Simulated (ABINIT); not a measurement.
# A GW chain in ABINIT: BAs (F-43m), part 2 of 3

How does a plane-wave GW calculation on BAs (F-43m) run from the first input to the gap?

ABINIT 10.8.3; PBE and many-body steps on it, plane waves. Known limits of the many-body steps: not at the basis limit; no spin-orbit coupling; coarse k mesh.

So far. Step 2 (Ground state): The gap is indirect, with the least direct gap 2.08 eV higher.

**3. Bands along the symmetry lines**

Level of this step: DFT, PBE, plane waves, norm-conserving pseudopotentials (ABINIT).

The cheap functional maps the bands first; the places of the edges decide which points the dearer methods must see.

run.abi

```
acell 3*1.0 Angstrom
rprim 
  -0.000000000000 2.388500000000 2.388500000000
  2.388500000000 -0.000000000000 2.388500000000
  2.388500000000 2.388500000000 -0.000000000000
ntypat 2
znucl 5 33
natom 2
typat 1 2
xred 
  0.000000000000 0.000000000000 0.000000000000
  0.250000000000 0.250000000000 0.250000000000
pp_dirpath "pseudos"
pseudos "B.upf, As.upf"
ecut 44
iscf -2
irdden 1
kptopt 0
nkpt 50
kpt 
  0.00000000 0.00000000 0.00000000
  -0.06250000 -0.06250000 0.00000000
  -0.12500000 -0.12500000 0.00000000
  -0.18750000 -0.18750000 0.00000000
  -0.25000000 -0.25000000 0.00000000
  -0.31250000 -0.31250000 0.00000000
  -0.37500000 -0.37500000 0.00000000
  -0.43750000 -0.43750000 0.00000000
  -0.50000000 -0.50000000 0.00000000
  -0.48437500 -0.48437500 0.03125000
  -0.46875000 -0.46875000 0.06250000
  -0.45312500 -0.45312500 0.09375000
  -0.43750000 -0.43750000 0.12500000
  -0.42187500 -0.42187500 0.15625000
  -0.40625000 -0.40625000 0.18750000
  -0.39062500 -0.39062500 0.21875000
  -0.37500000 -0.37500000 0.25000000
  -0.37500000 0.00000000 0.37500000
  -0.32812500 0.00000000 0.32812500
  -0.28125000 0.00000000 0.28125000
  -0.23437500 0.00000000 0.23437500
  -0.18750000 0.00000000 0.18750000
  -0.14062500 0.00000000 0.14062500
  -0.09375000 0.00000000 0.09375000
  -0.04687500 0.00000000 0.04687500
  0.00000000 0.00000000 0.00000000
  0.00000000 0.00000000 0.06250000
  0.00000000 0.00000000 0.12500000
  0.00000000 0.00000000 0.18750000
  0.00000000 0.00000000 0.25000000
  0.00000000 0.00000000 0.31250000
  0.00000000 0.00000000 0.37500000
  0.00000000 0.00000000 0.43750000
  -0.00000000 -0.00000000 0.50000000
  -0.06250000 -0.03125000 0.46875000
  -0.12500000 -0.06250000 0.43750000
  -0.18750000 -0.09375000 0.40625000
  -0.25000000 -0.12500000 0.37500000
  -0.31250000 -0.15625000 0.34375000
  -0.37500000 -0.18750000 0.31250000
  -0.43750000 -0.21875000 0.28125000
  -0.50000000 -0.25000000 0.25000000
  -0.50000000 -0.28125000 0.21875000
  -0.50000000 -0.31250000 0.18750000
  -0.50000000 -0.34375000 0.15625000
  -0.50000000 -0.37500000 0.12500000
  -0.50000000 -0.40625000 0.09375000
  -0.50000000 -0.43750000 0.06250000
  -0.50000000 -0.46875000 0.03125000
  -0.50000000 -0.50000000 0.00000000
istwfk *1
nband 20
nbdbuf 2
tolwfr 1e-08
nstep 40
prtwf 0
prtvol 0
indata_prefix "in"
outdata_prefix "out"
tmpdata_prefix "tmp"
```

Launch:

```
> OMP_NUM_THREADS=1 mpirun -n 4 abinit run.abi > log
```

Numbers of over 12 decimals in the logs are rounded to 6 here.

What it wrote:

```text
.Version 10.8.3 of ABINIT. v10.8.2 released Aug 2026.

 Symmetries : space group F-4 3 m (#216); Bravais cF (face-center cubic)
[... echo of the input left out ...]
== DATASET  1 ==================================================================
-   mpi_nproc: 4, omp_nthreads: 1 (-1 if OMP is not activated)

--- !DatasetInfo
iteration_state: {dtset: 1, }
dimensions: {natom: 2, nkpt: 50, mband: 20, nsppol: 1, nspinor: 1, nspden: 1, mpw: 2637, }
cutoff_energies: {ecut:  44.0, pawecutdg:  -1.0, }
electrons: {nelect:   2.60000000E+01, charge:   0.00000000E+00, occopt:   1.00000000E+00, tsmear:   1.00000000E-02, }

 Real(R)+Recip(G) space primitive vectors, cartesian coordinates (Bohr,Bohr^-1):
 R(1)=  0.0000000  4.5136109  4.5136109  G(1)= -0.1107761  0.1107761  0.1107761
 R(2)=  4.5136109  0.0000000  4.5136109  G(2)=  0.1107761 -0.1107761  0.1107761
 R(3)=  4.5136109  4.5136109  0.0000000  G(3)=  0.1107761  0.1107761 -0.1107761
 Unit cell volume ucvol=  1.8390873E+02 bohr^3
 Angles (23,13,12)=  6.00000000E+01  6.00000000E+01  6.00000000E+01 degrees

 getcut: wavevector=  0.0000  0.0000  0.0000  ngfft=  40  40  40
         ecut(hartree)=     44.000   => boxcut(ratio)=   2.09860

--- Pseudopotential description ------------------------------------------------
- B Generated using ONCVPSP code by D. R. Hamann
-  5.00000   3.00000  171031                  znucl, zion, pspdat
12 -101130 1 -1 1534                          pspcod,pspxc,lmax,lloc,mmax
     nproj     2     2     0
  pspatm : epsatm=    3.38844616
         --- l  ekb(1:nproj) -->
             0    8.382104    1.234201
             1   -3.719492   -0.867526
 pspatm: atomic psp has been read  and splines computed

- As Generated using ONCVPSP code by D. R. Hamann
- 33.00000  23.00000  171031                  znucl, zion, pspdat
12 -101130 2 -1 1358                          pspcod,pspxc,lmax,lloc,mmax
     nproj     2     2     2
  pspatm : epsatm=   24.77333152
         --- l  ekb(1:nproj) -->
             0    4.034276   -2.353825
[...]
pspatm: atomic psp has been read  and splines computed

--------------------------------------------------------------------------------

================================================================================
 prteigrs : about to open file out_EIG
 Non-SCF case, kpt    1 (  0.00000  0.00000  0.00000), residuals and eigenvalues=
  2.91E-09  2.27E-09  2.60E-09  5.24E-09  3.85E-09  5.15E-09  6.73E-09  4.34E-09
  4.72E-09  6.67E-09  9.35E-09  1.34E-09  5.03E-09  6.15E-09  1.57E-09  7.14E-09
  7.81E-09  8.07E-09  3.07E-05  4.56E-04
 -6.5247E+00 -4.4426E+00 -4.4426E+00 -4.4426E+00 -1.0247E+00 -1.0247E+00
 -1.0247E+00 -1.0240E+00 -1.0240E+00 -2.7205E-01  2.9395E-01  2.9395E-01
  2.9395E-01  4.1483E-01  4.1483E-01  4.1483E-01  4.6596E-01  6.4661E-01
  7.7817E-01  7.7837E-01
 Non-SCF case, kpt    2 ( -0.06250 -0.06250  0.00000), residuals and eigenvalues=
[...]
7.2574E-01  7.8221E-01
 Non-SCF case, kpt    3 ( -0.12500 -0.12500  0.00000), residuals and eigenvalues=
[...]
9.82E-09  5.89E-09  1.24E-08  6.59E-05
[...]
6.9492E-01  7.9229E-01
[...]
Non-SCF case, kpt   49 ( -0.50000 -0.46875  0.03125), residuals and eigenvalues=
[...]
9.1874E-01  9.4146E-01
 Non-SCF case, kpt   50 ( -0.50000 -0.50000  0.00000), residuals and eigenvalues=
[...]
-1.0239E+00 -1.0239E+00 -1.0235E+00 -1.1853E-01 -1.8916E-02  1.4425E-01
  1.4425E-01  3.4735E-01  3.4754E-01  7.1279E-01  7.1279E-01  7.6721E-01
  9.2947E-01  9.5735E-01

--- !ResultsGS
iteration_state: {dtset: 1, }
comment   : Summary of ground state results
lattice_vectors:
- [ -0.0000000,   4.5136109,   4.5136109, ]
- [  4.5136109,  -0.0000000,   4.5136109, ]
- [  4.5136109,   4.5136109,  -0.0000000, ]
lattice_lengths: [   6.38321,    6.38321,    6.38321, ]
lattice_angles: [ 60.000,  60.000,  60.000, ] # degrees, (23, 13, 12)
lattice_volume:   1.8390873E+02
convergence: {deltae:  0.000E+00, res2:  0.000E+00, residm:  9.990E-09, diffor:  0.000E+00, }
etotal    :  -3.08192795E+02
entropy   :   0.00000000E+00
fermie    :   2.93949411E-01
cartesian_stress_tensor: null
pressure_GPa: null
xred      :
- [  0.0000E+00,   0.0000E+00,   0.0000E+00,  B]
- [  2.5000E-01,   2.5000E-01,   2.5000E-01, As]
cartesian_forces: null
force_length_stats: {min: null, max: null, mean: null, }

 Integrated electronic density in atomic spheres:
 ------------------------------------------------
 Atom  Sphere_radius  Integrated_density
[...]
================================================================================

 ----iterations are completed or convergence reached----

 Mean square residual over all n,k,spin=   48.803E-10; max=  99.902E-10
 reduced coordinates (array xred) for    2 atoms
       0.000000000000      0.000000000000      0.000000000000
       0.250000000000      0.250000000000      0.250000000000

 cartesian coordinates (angstrom) at end:
[...]
length scales=  1.889726125908  1.889726125908  1.889726125908 bohr
              =  1.000000000000  1.000000000000  1.000000000000 angstroms
 prteigrs : about to open file out_EIG
 Eigenvalues (hartree) for nkpt=  50  k points:
 kpt#   1, nband= 20, wtk=  1.00000, kpt=  0.0000  0.0000  0.0000 (reduced coord)
[...]
kpt#   2, nband= 20, wtk=  1.00000, kpt= -0.0625 -0.0625  0.0000 (reduced coord)
[...]
kpt#   3, nband= 20, wtk=  1.00000, kpt= -0.1250 -0.1250  0.0000 (reduced coord)
[...]
kpt#  49, nband= 20, wtk=  1.00000, kpt= -0.5000 -0.4687  0.0313 (reduced coord)
[...]
0.71038    0.76503    0.91874    0.94146
 kpt#  50, nband= 20, wtk=  1.00000, kpt= -0.5000 -0.5000  0.0000 (reduced coord)
  -6.52474   -4.44253   -4.44252   -4.44252   -1.02478   -1.02409   -1.02389   -1.02389
  -1.02352   -0.11853   -0.01892    0.14425    0.14425    0.34735    0.34754    0.71279
   0.71279    0.76721    0.92947    0.95735

== END DATASET(S) ==============================================================
================================================================================

 -outvars: echo values of variables after computation  --------
            nband          20
             nkpt          50
          spgroup         216
 [... the other variables as echoed above ...]

 Calculation completed.
```

Elapsed: 13 s, on 4 MPI ranks of Arm Neoverse V1, shared host; peak memory 0.28 GiB.

Numbers from this step:

```
gap                        : 1.208 eV
k of the valence top       : 0, 0, 0
k of the conduction bottom : -0.375, -0.375, 0
least direct gap           : 3.289 eV
```

The gap is 1.208 eV, as in the run before at this level.

Electronic bands along the path, in eV, zero at the top of the highest filled band:

```
    point  band 10  band 11  band 12  band 13  band 14  band 15  band 16  band 17
        Γ   -15.40     0.00     0.00     0.00     3.29     3.29     3.29     4.68
  halfway   -14.06    -4.10    -2.70    -2.70     1.67     4.55     7.42     7.42
        X   -11.22    -8.51    -4.07    -4.07     1.45     1.46    11.40    11.40
  halfway   -11.19    -8.41    -4.90    -3.92     1.61     2.81    10.72    10.82
        U   -11.27    -8.13    -5.94    -3.48     2.06     5.56     9.24     9.78
jump to K   -11.27    -8.13    -5.94    -3.48     2.06     5.56     9.24     9.78
  halfway   -13.92    -5.13    -3.78    -1.13     3.99     4.92     5.80     7.01
        Γ   -15.40     0.00     0.00     0.00     3.29     3.29     3.29     4.68
  halfway   -14.40    -4.93    -1.15    -1.15     3.07     4.67     4.67     7.91
        L   -12.53    -8.77    -1.82    -1.82     2.70     4.81     4.81     8.90
  halfway   -11.96    -8.28    -4.55    -3.07     3.99     4.79     7.48     9.06
        W   -11.07    -8.05    -5.48    -5.19     5.28     5.95     6.84     7.06
  halfway   -11.15    -8.31    -4.81    -4.69     2.90     3.02     9.72    10.01
        X   -11.22    -8.51    -4.07    -4.07     1.45     1.46    11.40    11.40
```

The electronic bands as a text plot (rows in eV, shown from -8.0 to 7.2 only):

```
    6.9 |                   +++++++        +            +++
    6.3 |    +                     ++    ++          +   ++
    5.6 |  +++            +   +++                   +   +  +
    5.0 |++++            +      +++  ++++    +++++++  ++ +++
    4.4 |     ++                 ++++      ++       ++ ++   +
    3.7 | +     ++      +     ++++++++  +++          ++
    3.1 |++            +    ++       +++ +++++++  +++        +
    2.5 |  ++     +        +                    ++            +
    1.8 |    +++   ++ +++++                                    ++
    1.2 |       +++++++
    0.6 |
   -0.1 |**                        ******
   -0.7 | *                      **  *  ****
   -1.3 |  **                   *  **       ****
   -2.0 |    *                **   **    **     *****
   -2.6 |    ***            **   **                 **
   -3.2 |       **        **               *          *
   -3.9 |     **  ********      ***                  * *        *
   -4.5 |             *       **                      * **   ***
   -5.1 |              **       *           *          *  ***
   -5.8 |       **       *****                          ***
   -6.4 |                     **             **
   -7.0 |         *         **
   -7.7 |          **      *                   *        *
         Γ           X  U|K            Γ         L        W     X
```

**4. Empty states on the mesh, 4×4×4 mesh, 82 bands**

The sums over transitions need many empty states on a uniform mesh; this step solves for them.

run.abi

```
acell 3*1.0 Angstrom
rprim 
  -0.000000000000 2.388500000000 2.388500000000
  2.388500000000 -0.000000000000 2.388500000000
  2.388500000000 2.388500000000 -0.000000000000
ntypat 2
znucl 5 33
natom 2
typat 1 2
xred 
  0.000000000000 0.000000000000 0.000000000000
  0.250000000000 0.250000000000 0.250000000000
pp_dirpath "pseudos"
pseudos "B.upf, As.upf"
ecut 44
ngkpt 4 4 4
nshiftk 1
shiftk 0 0 0
kptopt 1
chksymbreak 0
irdden 1
istwfk *1
nband 82
prtvol 0
optdriver 6
gwr_task "HDIAGO"
paral_kgb 0
occopt 1
indata_prefix "in"
outdata_prefix "out"
tmpdata_prefix "tmp"
```

What it wrote:

```text
[banner, memory and clock lines left out]
.Version 10.8.3 of ABINIT. v10.8.2 released Aug 2026.

 Symmetries : space group F-4 3 m (#216); Bravais cF (face-center cubic)
[... echo of the input left out ...]
== DATASET  1 ==================================================================
-   mpi_nproc: 4, omp_nthreads: 1 (-1 if OMP is not activated)

--- !DatasetInfo
iteration_state: {dtset: 1, }
dimensions: {natom: 2, nkpt: 8, mband: 82, nsppol: 1, nspinor: 1, nspden: 1, mpw: 2637, }
cutoff_energies: {ecut:  44.0, pawecutdg:  -1.0, }
electrons: {nelect:   2.60000000E+01, charge:   0.00000000E+00, occopt:   1.00000000E+00, tsmear:   1.00000000E-02, }

.Using double precision arithmetic; gwpc =  8

- Reading GS density from: in_DEN

--- Pseudopotential description ------------------------------------------------
- B Generated using ONCVPSP code by D. R. Hamann
-  5.00000   3.00000  171031                  znucl, zion, pspdat
12 -101130 1 -1 1534                          pspcod,pspxc,lmax,lloc,mmax
     nproj     2     2     0
  pspatm : epsatm=    3.38844616
         --- l  ekb(1:nproj) -->
             0    8.382104    1.234201
             1   -3.719492   -0.867526
 pspatm: atomic psp has been read  and splines computed

- As Generated using ONCVPSP code by D. R. Hamann
- 33.00000  23.00000  171031                  znucl, zion, pspdat
12 -101130 2 -1 1358                          pspcod,pspxc,lmax,lloc,mmax
     nproj     2     2     2
  pspatm : epsatm=   24.77333152
         --- l  ekb(1:nproj) -->
             0    4.034276   -2.353825
             1   -6.723548   -2.113112
             2  -10.105298   -4.355719
 pspatm: atomic psp has been read  and splines computed

   7.32206220E+02                                ecore*ucvol(ha*bohr**3)

 Total charge density [el/Bohr^3]
)     Maximum=    7.0999E+00  at reduced coord.    0.2000    0.3000    0.3000
)     Minimum=    4.5090E-03  at reduced coord.    0.7500    0.7500    0.7500
   Integrated=    2.6000E+01

 === KS gaps after direct diagonalization ===
 Indirect band gap semiconductor
 Fundamental gap:     1.453 (eV)
   VBM:     7.999 (eV) at k: [ 0.0000E+00,  0.0000E+00,  0.0000E+00]
   CBM:     9.452 (eV) at k: [ 5.0000E-01,  5.0000E-01,  0.0000E+00]
 Direct gap:         3.289 (eV) at k: [ 0.0000E+00,  0.0000E+00,  0.0000E+00]

== END DATASET(S) ==============================================================

 -outvars: echo values of variables after computation  --------
           etotal      0.0000000000E+00
            nband          82
             nkpt           8
          spgroup         216
 [... the other variables as echoed above ...]

 Calculation completed.
```

The job ended after 29 s (4 MPI ranks; peak memory 1.6 GiB; 1.9 min of CPU time).

Numbers from this step:

```
gap                                                           : 1.453 eV
k of the valence top                                          : 0, 0, 0
k of the conduction bottom                                    : 0.5, 0.5, 0
least direct gap                                              : 3.289 eV
k points computed                                             : 8
lowest point of the top converged band, above the valence top : 86.4587 eV
```

On this mesh the gap is 1.453 eV. The earlier step found 1.208 eV, so this mesh misses an edge.

**5. Screening, 4×4×4 mesh, 74 bands, screening to 163.3 eV**

The RPA dielectric matrix is built and inverted for each q.

This step: RPA screening on PBE, plane waves, norm-conserving pseudopotentials.

Edit run.abi of step 4 so:

```diff
@@ -20,10 +20,11 @@
 chksymbreak 0
-irdden 1
 istwfk *1
-nband 82
-prtvol 0
-optdriver 6
-gwr_task "HDIAGO"
-paral_kgb 0
 occopt 1
+irdwfk 1
+optdriver 3
+nband 74
+ecuteps 6
+inclvkb 2
+awtr 1
+symchi 1
 indata_prefix "in"
```

What it wrote:

```text
.Version 10.8.3 of ABINIT. v10.8.2 released Aug 2026.

 Symmetries : space group F-4 3 m (#216); Bravais cF (face-center cubic)
[... echo of the input left out ...]
== DATASET  1 ==================================================================
-   mpi_nproc: 4, omp_nthreads: 1 (-1 if OMP is not activated)

--- !DatasetInfo
iteration_state: {dtset: 1, }
dimensions: {natom: 2, nkpt: 8, mband: 74, nsppol: 1, nspinor: 1, nspden: 1, mpw: 2637, }
cutoff_energies: {ecut:  44.0, pawecutdg:  -1.0, }
electrons: {nelect:   2.60000000E+01, charge:   0.00000000E+00, occopt:   1.00000000E+00, tsmear:   1.00000000E-02, }

 SCREENING: Calculation of the susceptibility and dielectric matrices

 Based on a program developped by R.W. Godby, V. Olevano, G. Onida, and L. Reining.
 Incorporated in ABINIT by V. Olevano, G.-M. Rignanese, and M. Torrent.
.Using double precision arithmetic ; gwpc =  8

[... cell and pseudopotentials left out ...]
--------------------------------------------------------------------------------

 ==== K-mesh for the wavefunctions ====
 Number of points in the irreducible wedge :     8
[... list of points left out ...]
 Together with 24 symmetry operations and time-reversal symmetry
 yields    64 points in the full Brillouin Zone.

 ==== Q-mesh for the screening function ====
 Number of points in the irreducible wedge :     8
[... list of points left out ...]
 Together with 24 symmetry operations and time-reversal symmetry
 yields    64 points in the full Brillouin Zone.

 setmesh: FFT mesh size selected  =    25x   25x   25
          total number of points  =        15625

 vcoul_init : cutoff-mode = AUXILIARY_FUNCTION
 q-points for optical limit:   1
     1)      0.000010    0.000020    0.000030

- screening: taking advantage of time-reversal symmetry
- Maximum band index for partially occupied states nbvw = 13
- Remaining bands to be divided among processors   nbcw = 61
- Number of bands treated by each node ~15

 Number of electrons calculated from density =   26.0000; Expected =   26.0000
 average of density, n =  0.141374
 r_s =    1.1908
 omega_plasma =   36.2695 [eV]

 calculating chi0 at frequencies [eV] :
  1    0.000000E+00    0.000000E+00
  2    0.000000E+00    3.626946E+01

--------------------------------------------------------------------------------
  q-point number  1        q = ( 0.000000, 0.000000, 0.000000) [r.l.u.]
--------------------------------------------------------------------------------
[... chi0 elements left out ...]
 For q-point:  0.000010 0.000020 0.000030
  dielectric constant =  13.9808
  dielectric constant without local fields =  15.2928

  Average fulfillment of the sum rule on Im[epsilon] for q-point    1 :     40.18  [%]
[... wings left out ...]
  q-point number  2        q = ( 0.250000, 0.000000, 0.000000) [r.l.u.]
--------------------------------------------------------------------------------
[... chi0 elements left out ...]
  Average fulfillment of the sum rule on Im[epsilon] for q-point    2 :     47.28  [%]

 [... 6 further q-points ...]
```

Run time: 12 s. Hardware: 4 MPI ranks; peak memory 0.54 GiB; 46 s of CPU time.

This step gave:

| Item | Value |
| --- | --- |
| ε∞ with local fields, on this mesh, along the program's q direction | 13.98 |
| the same without local fields | 15.29 |
| plasma frequency | 36.27 eV |
| plane waves in the screening matrix | 137 |

Local fields lower ε∞ by 9 %. On a Γ-centred mesh this coarse the value itself is usually too large, while a short band sum pulls it down.

(Part 2 of 3 ends here.)

[Paths, hosts, dates, memory and timing lines, banners, echoed tables and standing remarks are left out of the program output.]

[Logs are printed without paths, hosts, clocks, repeated set-up lines and the standing remarks that a program may print on its own settings, such as how far it seeks lower states.]

[Runs of the session that timed out or met a known fault of the program may be left out.]

[Hosts, paths, dates, database ids (printed as entryN), source tags and the programs' standing remarks are cut or masked in the printed files.]

[G0W0 gaps are taken among the corrected bands and points alone; a level outside them can change the order at an edge.]

[Where Ansatz stands beside ABINIT at settings called matched, ABINIT's density can come from a denser mesh and the files from another edition; pairs whose starting gaps differed by over 0.03 eV were left out, so agreement reads better than it is.]
